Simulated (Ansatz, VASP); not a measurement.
**One calculation of TePb, two programs**

```xyz
2
Lattice="-0.1543 3.1517 3.1517 3.1517 -0.1543 3.1517 3.1517 3.1517 -0.1543" Properties=species:S:1:pos:R:3 pbc="T T T"
Te    3.0746    3.0746    3.0746
Pb    0.0000    0.0000    0.0000
```

Alike in both runs: task single point; functional PBE; k mesh 8 × 8 × 8; occupations gaussian, width 0.05 eV; no spin polarisation.

|  | VASP | Ansatz |
| --- | --- | --- |
| version | VASP 6.6.1 | Ansatz 0.2.0 |
| potentials or method | VASP PAW PBE potentials, release 64 (Te, Pb_d) | scalar-relativistic, plane waves, PAW |
| plane-wave cutoff (eV) | 520 | 420 |
| valence electrons in the cell | 20 | 30 |

|  | VASP | Ansatz | Ansatz less VASP |
| --- | --- | --- | --- |
| gap on the k mesh at the Fermi level (eV) | 0.25 | 0.25 | -0.004 |
| least direct gap on the mesh (eV) | 0.61 | 0.61 | -0.004 |
| pressure (GPa) | 2.2 | 2.3 | +0.06 |
| largest component of the traceless stress (GPa) | 0.61 | 0.61 | -0.001 |

With one functional, cell and mesh, what is left measures potentials, basis and numerics. The two sets of potentials don't hold the same shells in valence.

Caveats: spin-orbit coupling is left out, which as a rule narrows the gap of such compounds by several tenths of an eV.
